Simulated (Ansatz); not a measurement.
# Te2Mo (P2_1/m) in Ansatz: further runs

Runs on Te2Mo. Level: PBE. Tasks: single point, equation of state, band structure.

All numbers are computed with Ansatz 0.2.0; they aren't measurements. Logs are shortened: lines on timing, memory, paths and dates and some standing lists are left out, and cuts for length are marked.

## 1. Starting point

The structure is monoclinic, space group P2_1/m (No. 11). Conventional cell: a = 6.330 Å, b = 3.469 Å, c = 13.860 Å, α = 90.00°, β = 93.92°, γ = 90.00°. Te (site symmetry m) is surrounded by 3 Mo at 2.79 to 2.81 Å. Around Te (site symmetry m) lie 3 Mo at 2.70 Å. Te (site symmetry m) is surrounded by 3 Mo at 2.79 to 2.82 Å. Around Te (site symmetry m) lie 3 Mo at 2.70 to 2.71 Å. Mo (site symmetry m) is surrounded by 6 Te at 2.70 to 2.82 Å and 2 Mo at 2.89 Å. Mo (site symmetry m) is surrounded by 6 Te at 2.70 to 2.81 Å and 2 Mo at 2.90 Å.

## 2. Single point, PBE, 23.78 Å³/atom (volume scaled by 0.94)

Contents of input.yaml:

```yaml
crystal:
  lattice:
    - [6.2007800682, 0.0, 0.0]
    - [0.0, 3.3981842111, 0.0]
    - [-0.9274669445, 0.0, 13.5453481849]
  atoms:
    - { symbol: Te, position: [0.9437, 0.75, 0.6045] }
    - { symbol: Te, position: [0.0563, 0.25, 0.3955] }
    - { symbol: Te, position: [0.903, 0.25, 0.8514] }
    - { symbol: Te, position: [0.097, 0.75, 0.1486] }
    - { symbol: Te, position: [0.4112, 0.75, 0.8955] }
    - { symbol: Te, position: [0.5888, 0.25, 0.1045] }
    - { symbol: Te, position: [0.4432, 0.25, 0.6484] }
    - { symbol: Te, position: [0.5568, 0.75, 0.3516] }
    - { symbol: Mo, position: [0.8167, 0.75, 0.9926] }
    - { symbol: Mo, position: [0.1833, 0.25, 0.0074] }
    - { symbol: Mo, position: [0.6819, 0.25, 0.4934] }
    - { symbol: Mo, position: [0.3181, 0.75, 0.5066] }
hamiltonian:
  xc: pbe
  pseudopotentials: { kind: paw, core: small }
kpoints:
  mp_grid: { grid: [4, 8, 2] }
scf:
  occupations: { method: fermi_dirac, width: 0.05 }
output:
  forces: true
  stress: true
  eigenvalues: true
  write_density: true
  write_potential: true
  elf: true
  volumetric_format: npy
```

Potentials or basis: Ansatz PAW.

The run is started by

```
$ ansatz run input.yaml --threads 2 --pin off --max-ram 5120MiB --backend cpu --events-out ev --progress --plain --runs-dir out
```

The log of the run:

```text
Warning: of Mo the run reads no dataset of the core that `hamiltonian.pseudopotentials.core` asks for: this build lists none beside the file that it uses, or the input names that file
Warning: RAYON_NUM_THREADS=2 ignored (pool sized by the plan → 2); use --threads N
Engine: ansatz 0.2.0, aarch64-unknown-linux-gnu
Pseudopotentials: kind: paw
Pseudopotential: Te, paw, valence charge 16, recommended cutoff 420 eV (normal), Te.paw.azcp
Pseudopotential: Mo, paw, valence charge 14, recommended cutoff 420 eV (normal), Mo.paw.azcp
Functional definition: PBE
  parameter kappa = 0.804
  parameter beta = 0.06672455060314922
  exchange = pbe_x(kappa = kappa, mu = beta*pi^2/3)
  correlation = pbe_c(beta = beta)
Crystal: 12 atoms, lattice volume = 285.419 Å³
Basis set: ecut = 420 eV, 5599 PW (Γ), exchange–correlation on 90×48×192 points (8 copies of the dense FFT grid, shifted against one another)
Bands: 111, of which v1, the nominal top of the filled ones, is band 92 counted from 1 (91 counted from 0)
Symmetry: 4 space group operations
Space group: P21/m (ITA 11), of the structure as read, at distance tolerance 6.6e-5 Å
k-points: 30 of 64
Non-local potential: Te, projectors of the file, l = 0: 2, l = 1: 2, l = 2: 2, l = 3: 2
Non-local potential: Mo, projectors of the file, l = 0: 3, l = 1: 2, l = 2: 2, l = 3: 1
PAW form: soft (Blöchl's): semilocal exchange-correlation on the pseudo side does not see the compensation charge
PAW one-centre angular grid: Te, 590 points (default); XC on 64 Gauss nodes
PAW one-centre angular grid: Mo, 590 points (default); XC on 64 Gauss nodes
Initial density: superposition of atomic densities (neutral atoms: chi_scale 0, normalization atom), corrected by the library's trained network
Initial wavefunctions: pseudopotential atomic-orbital guess
Functional: x = pbe(κ = 0.804, μ = 0.2195149727645171), c = pbe(β = 0.06672455060314922)
SCF iter   1: F=—  HF=-75665.924279 eV  |F-HF|=—  |Δ(HF+E_count)|=         —  Δρ=4.29e-3  dr2=1.98e-2  ethr=1.77e-3  ⟨swp⟩=6.1  Hψ=12111  notcnv=0  defer=40
preconditioner: auto → LDOS  [metal: Δε(μ)=0.018 eV  Ē_g=7.575 eV  σ=0.050 eV  W_gap=0.09  n_scr=80 (ndim 8)  ℏωp=18.7 eV  f_vac=0.020  D(μ)=4.05/eV (n_scr^D=16)  β→1.0]
SCF iter   2: F=—  HF=-75665.939965 eV  |F-HF|=—  |Δ(HF+E_count)|=   1.57e-2  Δρ=9.48e-4  dr2=5.95e-3  ethr=1.08e-5  ⟨swp⟩=2.0  Hψ=5603  notcnv=0  defer=161
SCF iter   3: F=—  HF=-75665.939663 eV  |F-HF|=—  |Δ(HF+E_count)|=   3.02e-4  Δρ=6.86e-4  dr2=3.71e-3  ethr=3.23e-6  ⟨swp⟩=2.2  Hψ=4871  notcnv=0  defer=161
SCF iter   4: F=—  HF=-75665.939174 eV  |F-HF|=—  |Δ(HF+E_count)|=   4.90e-4  Δρ=2.45e-4  dr2=3.89e-4  ethr=2.01e-6  ⟨swp⟩=2.0  Hψ=3538  notcnv=0  defer=161
SCF iter   5: F=—  HF=-75665.939106 eV  |F-HF|=—  |Δ(HF+E_count)|=   6.74e-5  Δρ=4.86e-5  dr2=1.99e-5  ethr=2.11e-7  ⟨swp⟩=2.0  Hψ=4036  notcnv=0  defer=161
SCF iter   6: F=—  HF=-75665.939125 eV  |F-HF|=—  |Δ(HF+E_count)|=   1.86e-5  Δρ=8.20e-6  dr2=2.66e-7  ethr=1.08e-8  ⟨swp⟩=2.0  Hψ=3910  notcnv=0  defer=161
SCF iter   7: F=-75665.939125 eV  HF=-75665.939125 eV  |F-HF|=4.63e-9  |Δ(HF+E_count)|=   8.18e-8  Δρ=2.39e-6  dr2=1.99e-8  ethr=5.43e-11  ⟨swp⟩=15.7  Hψ=24599  notcnv=0
SCF 1 converged in 7 iterations: F = -75665.939125 eV  dr2 = 1.99e-8
SCF converged after 7 iterations
Free energy (F): -75665.939125 eV
Harris-Foulkes:  -75665.939125 eV  (|F-HF|=4.63e-9)
Internal energy: -75665.905465 eV  (E = F + TS)
E sigma→0 (E₀):  -75665.922295 eV
Entropy (-TS):   -0.033660 eV (-2.805 meV/atom)
Fermi energy:    13.640041 eV
--- Per-component energies (eV) ---
  E_band       = -2142.478732
  E_kinetic    = 3237.086556
  E_local      = -14626.366471  (includes V_loc(G=0)·N_el)
  E_nonlocal   = -1904.603329
  E_hartree    = 8268.745731
  E_xc         = -1739.480622
  E_vxc        = -1764.602120  (∫ρ·V_xc dr)
  E_paw        = -50108.572737  (= ΣΔE_a)
  E_vpaw       = -3621.484122  (= ΣTr[D̂ρ^β])
  E_aug_tail   = -0.001345  (compensation charges beyond the density's cutoff)
  E_ewald      = -18792.713248
  E_smearing   = -0.033660  (= −TS)
  E_closure    = 0.000000  (closes the sum)
  Σ components = -75665.939125   (vs F -75665.939125, Δ=0.00e0)
--- Forces (eV/Å), atoms counted from 1 ---
  atom   1  Te     0.15691590     0.00000000     0.64644763
  atom   2  Te    -0.15691590     0.00000000    -0.64644763
  atom   3  Te    -0.00958872     0.00000000    -1.18168871
  atom   4  Te     0.00958872     0.00000000     1.18168871
  atom   5  Te     0.12356094     0.00000000    -0.59345114
  atom   6  Te    -0.12356094     0.00000000     0.59345114
  atom   7  Te    -0.04189629     0.00000000     1.13287202
  atom   8  Te     0.04189629     0.00000000    -1.13287202
  atom   9  Mo    -0.16179840     0.00000000     0.10183523
  atom  10  Mo     0.16179840     0.00000000    -0.10183523
  atom  11  Mo     0.03482872     0.00000000     0.14405196
  atom  12  Mo    -0.03482872     0.00000000    -0.14405196
  max |Σ_I F_I| component: 1.94e-16 eV/Å
--- Stress (GPa, compression-positive) ---
       10.442520       0.000000       0.076803
        0.000000       9.411210       0.000000
        0.076803       0.000000       9.875251
  P = ⅓ Tr σ = 9.9097 GPa (99.097 kbar)
--- Band table (eV; the first three rows and the last of 30) ---
  k-point 0: bands = ["-47.3934", "-47.3681", "-47.3198", "-47.2927", "-23.5244", "-23.5135", "-23.5042", "-23.5040", "-23.4894", "-23.4777", "-23.4739", "-23.4666", "-23.4665", "-23.4658", "-23.4630", "-23.4450", "-23.4382", "-23.4371", "-23.4340", "-23.4294", "-23.4277", "-23.4274", "-23.4222", "-23.4092", "-23.4076", "-23.4052", "-23.4001", "-23.3968", "-23.3885", "-23.3833", "-23.3781", "-23.3695", "-23.3673", "-23.3629", "-23.3390", "-23.3370", "-23.3294", "-23.3223", "-23.3190", "-23.3144", "-23.2991", "-23.2891", "-23.2792", "-23.2743", "-21.6947", "-21.6724", "-21.5776", "-21.5711", "-21.5521", "-21.5465", "-21.4028", "-21.3835", "-21.3736", "-21.3547", "-21.2123", "-21.1836", "-0.0017", "0.3503", "1.0208", "1.6264", "2.0914", "2.2583", "2.3036", "2.5396", "7.2673", "7.5042", "7.6016", "8.1663", "8.6630", "8.8879", "9.0806", "9.2771", "9.9353", "10.8071", "10.8419", "10.9399", "10.9402", "10.9831", "11.1722", "11.4140", "11.6434", "11.6797", "12.1381", "12.2619", "12.6499", "12.8570", "12.9604", "13.1179", "13.1739", "13.5190", "13.7541", "13.7997", "14.0720", "14.3619", "14.6392", "14.7374", "14.7537", "15.5545", "15.8287", "15.8394", "16.0842", "16.4802", "16.7785", "16.8406", "17.0698", "17.2121", "17.3872", "17.5638", "18.3514", "18.5394", "18.8301"]
[... 3 lines left out ...]
```

Run time: 42 s. Hardware: 2 threads of Arm Neoverse V1, shared host; peak memory 1 GiB.

Results:

- Free energy: -75665.9391 eV
- Pressure: 9.9 GPa
- Largest force: 1.182 eV/Å
- Band gap on the k mesh: none (metal or under the smearing width)

Caveat: forces of over 1 eV/Å show positions far from the minimum, so gaps and moduli don't describe the material at rest.

## 3. Single point, PBE, 24.29 Å³/atom (volume scaled by 0.96)

input.yaml: that of step 2 with these lines changed.

```diff
@@ -2,5 +2,5 @@
   lattice:
-    - [6.2007800682, 0.0, 0.0]
-    - [0.0, 3.3981842111, 0.0]
-    - [-0.9274669445, 0.0, 13.5453481849]
+    - [6.2444489722, 0.0, 0.0]
+    - [0.0, 3.4221158743, 0.0]
+    - [-0.9339986171, 0.0, 13.6407411037]
   atoms:
@@ -29,5 +29 @@
   eigenvalues: true
-  write_density: true
-  write_potential: true
-  elf: true
-  volumetric_format: npy
```

Potentials or basis: Ansatz PAW.

The run is started by

```
$ ansatz run input.yaml --threads 2 --pin off --max-ram 5120MiB --backend cpu --events-out ev --progress --plain --runs-dir out
```

It took 28 s on 2 threads of Arm Neoverse V1, shared host; peak memory 1.1 GiB.

The run converged. Its results:

| Quantity | Value |
| --- | --- |
| Free energy | -75666.2621 eV |
| Pressure | 7.2 GPa |
| Largest force | 0.809 eV/Å |
| Band gap on the k mesh | none (metal or under the smearing width) |

## 4. Single point, PBE, 24.80 Å³/atom (volume scaled by 0.98)

input.yaml: that of step 3 with these lines changed.

```diff
@@ -2,5 +2,5 @@
   lattice:
-    - [6.2444489722, 0.0, 0.0]
-    - [0.0, 3.4221158743, 0.0]
-    - [-0.9339986171, 0.0, 13.6407411037]
+    - [6.2875154984, 0.0, 0.0]
+    - [0.0, 3.4457174193, 0.0]
+    - [-0.9404401904, 0.0, 13.7348181532]
   atoms:
@@ -29 +29,5 @@
   eigenvalues: true
+  write_density: true
+  write_potential: true
+  elf: true
+  volumetric_format: npy
```

The run is started by

```
$ ansatz run input.yaml --threads 2 --pin off --max-ram 5120MiB --backend cpu --events-out ev --progress --plain --runs-dir out
```

It took 43 s on 2 threads of Arm Neoverse V1, shared host; peak memory 1.1 GiB.

The run converged. Its results:

| Item | Value |
| --- | --- |
| Free energy | -75666.4872 eV |
| Pressure | 4.7 GPa |
| Largest force | 0.465 eV/Å |
| Band gap on the k mesh | none (metal or under the smearing width) |

## 5. Single point, PBE, 25.30 Å³/atom

input.yaml: that of step 4 with these lines changed.

```diff
@@ -2,5 +2,5 @@
   lattice:
-    - [6.2875154984, 0.0, 0.0]
-    - [0.0, 3.4457174193, 0.0]
-    - [-0.9404401904, 0.0, 13.7348181532]
+    - [6.33, 0.0, 0.0]
+    - [0.0, 3.469, 0.0]
+    - [-0.9467947088, 0.0, 13.8276237937]
   atoms:
@@ -29,5 +29 @@
   eigenvalues: true
-  write_density: true
-  write_potential: true
-  elf: true
-  volumetric_format: npy
```

The run is started by

```
$ ansatz run input.yaml --threads 2 --pin off --max-ram 5120MiB --backend cpu --events-out ev --progress --plain --runs-dir out
```

Run time: 28 s. Hardware: 2 threads of Arm Neoverse V1, shared host; peak memory 1.1 GiB.

It converged, with:

```yaml
Free_energy: -75666.6244 eV
Pressure: 2.5 GPa
Largest_force: 0.178 eV/Å
Band_gap_on_the_k_mesh: none (metal or under the smearing width)
```

## 6. Single point, PBE, 25.81 Å³/atom (volume scaled by 1.02)

input.yaml: that of step 5 with these lines changed.

```diff
@@ -2,5 +2,5 @@
   lattice:
-    - [6.33, 0.0, 0.0]
-    - [0.0, 3.469, 0.0]
-    - [-0.9467947088, 0.0, 13.8276237937]
+    - [6.3719217515, 0.0, 0.0]
+    - [0.0, 3.4919741795, 0.0]
+    - [-0.9530650552, 0.0, 13.91920013]
   atoms:
@@ -29 +29,5 @@
   eigenvalues: true
+  write_density: true
+  write_potential: true
+  elf: true
+  volumetric_format: npy
```

Potentials or basis: Ansatz PAW.

The run is started by

```
$ ansatz run input.yaml --threads 2 --pin off --max-ram 5120MiB --backend cpu --events-out ev --progress --plain --runs-dir out
```

It took 46 s on 2 threads of Arm Neoverse V1, shared host; peak memory 1.1 GiB.

It converged, with:

- Free energy: -75666.6826 eV
- Pressure: 0.6 GPa
- Largest force: 0.234 eV/Å
- Band gap on the k mesh: none (metal or under the smearing width)

## 7. Single point, PBE, 26.32 Å³/atom (volume scaled by 1.04)

input.yaml: that of step 6 with these lines changed.

```diff
@@ -2,5 +2,5 @@
   lattice:
-    - [6.3719217515, 0.0, 0.0]
-    - [0.0, 3.4919741795, 0.0]
-    - [-0.9530650552, 0.0, 13.91920013]
+    - [6.4132990262, 0.0, 0.0]
+    - [0.0, 3.5146499719, 0.0]
+    - [-0.9592539627, 0.0, 14.0095870791]
   atoms:
@@ -29,5 +29 @@
   eigenvalues: true
-  write_density: true
-  write_potential: true
-  elf: true
-  volumetric_format: npy
```

The run is started by

```
$ ansatz run input.yaml --threads 2 --pin off --max-ram 5120MiB --backend cpu --events-out ev --progress --plain --runs-dir out
```

Run time: 32 s. Hardware: 2 threads of Arm Neoverse V1, shared host; peak memory 1.1 GiB.

The run converged. Its results:

```yaml
Free_energy: -75666.6700 eV
Pressure: -1.2 GPa
Largest_force: 0.450 eV/Å
Band_gap_on_the_k_mesh: none (metal or under the smearing width)
```

## 8. Single point, PBE, 26.82 Å³/atom (volume scaled by 1.06)

input.yaml: that of step 7 with these lines changed.

```diff
@@ -2,5 +2,5 @@
   lattice:
-    - [6.4132990262, 0.0, 0.0]
-    - [0.0, 3.5146499719, 0.0]
-    - [-0.9592539627, 0.0, 14.0095870791]
+    - [6.4541491659, 0.0, 0.0]
+    - [0.0, 3.537036881, 0.0]
+    - [-0.9653640253, 0.0, 14.0988225237]
   atoms:
@@ -29 +29,5 @@
   eigenvalues: true
+  write_density: true
+  write_potential: true
+  elf: true
+  volumetric_format: npy
```

The run is started by

```
$ ansatz run input.yaml --threads 2 --pin off --max-ram 5120MiB --backend cpu --events-out ev --progress --plain --runs-dir out
```

It took 50 s on 2 threads of Arm Neoverse V1, shared host; peak memory 1.1 GiB.

The run converged. Its results:

* Free energy: -75666.5939 eV
* Pressure: -2.8 GPa
* Largest force: 0.698 eV/Å
* Band gap on the k mesh: none (metal or under the smearing width)

Caveat: this functional lacks dispersion, which binds the layers, so the pressure and a relaxed spacing across them are unreliable.

## 9. Equation of state, PBE

Potentials or basis: Ansatz PAW small core.

This step only gathers the single runs of the series.

Results:

| Property | Result |
| --- | --- |
| Equilibrium volume | 25.97 Å³/atom |
| Bulk modulus at fixed shape and positions | 93 GPa |
| Pressure derivative of the bulk modulus | 4.5 |

Energy against volume, from the lowest point:
| volume (Å³/atom) | energy (meV/atom) |
| --- | --- |
| 23.785 | 61.96 |
| 24.291 | 35.04 |
| 24.797 | 16.29 |
| 25.303 | 4.85 |
| 25.809 | 0.00 |
| 26.315 | 1.05 |
| 26.821 | 7.40 |

Caveat: the cell was scaled at fixed shape and fractional positions, which overstates the stiffness of a crystal with free parameters, most of all of layers and chains. The run has no spin-orbit coupling, so splittings on Te are missing.

## 10. Band structure, PBE

input.yaml: that of step 8 with these lines changed.

```diff
@@ -2,5 +2,5 @@
   lattice:
-    - [6.4541491659, 0.0, 0.0]
-    - [0.0, 3.537036881, 0.0]
-    - [-0.9653640253, 0.0, 14.0988225237]
+    - [6.33, 0.0, 0.0]
+    - [0.0, 3.469, 0.0]
+    - [-0.9467947088, 0.0, 13.8276237937]
   atoms:
@@ -20,7 +20,14 @@
   xc: pbe
-  pseudopotentials: { kind: paw, core: small }
+  pseudopotentials: { kind: paw, core: large }
 kpoints:
   mp_grid: { grid: [4, 8, 2] }
+  band_path:
+    path:
+      - [[0.0, 0.0, 0.0], [0.0, 0.0, 0.5], [-0.4866717952, 0.0, 0.5727927773], [-0.5, 0.0, 0.5], [-0.5, 0.5, 0.5], [-0.5133282048, 0.5, 0.4272072227], [-0.5, 0.5, 0.0], [-0.5, 0.0, 0.0], [-0.5133282048, 0.0, 0.4272072227]]
+      - [[-0.4866717952, 0.5, 0.5727927773], [0.0, 0.5, 0.5], [0.0, 0.5, 0.0]]
+      - [[0.0, 0.0, 0.5], [0.0, 0.5, 0.5]]
+    npoints: 10
 scf:
   occupations: { method: fermi_dirac, width: 0.05 }
+  n_extra_bands: 30
 output:
@@ -29,5 +36,2 @@
   eigenvalues: true
-  write_density: true
-  write_potential: true
-  elf: true
-  volumetric_format: npy
+  fatbands: false
```

Potentials or basis: Ansatz PAW large core.

The run is started by

```
$ ansatz run input.yaml --threads 2 --pin off --max-ram 5120MiB --backend cpu --events-out ev --progress --plain --runs-dir out
```

Wall time 82 s (2 threads of Arm Neoverse V1, shared host); peak memory 1.5 GiB.

It converged, with:

```
Free energy            : -59387.1905 eV
Pressure               : 2.5 GPa
Largest force          : 0.170 eV/Å
Band gap on the k mesh : none (metal or under the smearing width)
```

Forces in eV/Å, atoms in the order of the input:
```
Te   0.073  0.000  0.063
Te  -0.073  0.000 -0.063
Te  -0.005  0.000 -0.150
Te   0.005  0.000  0.150
Te   0.056  0.000 -0.024
Te  -0.056  0.000  0.024
Te  -0.015  0.000  0.110
Te   0.015  0.000 -0.110
Mo   0.076  0.000  0.028
Mo  -0.076  0.000 -0.028
Mo  -0.166  0.000  0.037
Mo   0.166  0.000 -0.037
```

Stress tensor (GPa, compression positive):
```
2.79 0.00 0.09
0.00 2.38 0.00
0.09 0.00 2.34
```

Levels at the corners of the path, in eV from the Fermi level:
```tsv
point	band 48	band 49	band 50	band 51	band 52	band 53	band 54	band 55	band 56	band 57
Γ	-0.49	-0.43	-0.12	0.09	0.11	0.43	0.68	0.90	1.00	1.11
Y	-0.64	-0.06	-0.03	-0.02	-0.02	0.45	0.56	0.92	0.98	1.48
H	-0.89	-0.87	-0.82	-0.65	-0.41	-0.03	0.02	0.86	0.94	1.36
C	-0.90	-0.87	-0.82	-0.64	-0.41	-0.03	0.02	0.85	0.94	1.35
E	-1.80	-1.06	-1.06	-0.98	-0.98	1.02	1.02	1.04	1.04	1.65
M1	-1.81	-1.06	-1.06	-0.98	-0.98	1.02	1.02	1.05	1.05	1.65
A	-1.81	-1.07	-1.07	-0.98	-0.98	1.01	1.01	1.08	1.08	1.74
X	-0.90	-0.87	-0.83	-0.65	-0.56	-0.08	-0.01	0.89	0.91	1.44
H1	-0.89	-0.87	-0.82	-0.65	-0.41	-0.03	0.02	0.86	0.94	1.36
M	-1.81	-1.06	-1.06	-0.98	-0.98	1.02	1.02	1.05	1.05	1.65
D	-1.75	-1.56	-1.56	-1.47	-1.47	1.01	1.01	1.16	1.16	1.27
Z	-1.73	-1.52	-1.52	-1.46	-1.46	1.02	1.02	1.16	1.16	1.24
Y	-0.64	-0.06	-0.03	-0.02	-0.02	0.45	0.56	0.92	0.98	1.48
D	-1.75	-1.56	-1.56	-1.47	-1.47	1.01	1.01	1.16	1.16	1.27
```

Caveat: spin-orbit coupling is left out, which moves the levels of the heavy elements; this set keeps more shells in the core, which shifts pressures and gaps.
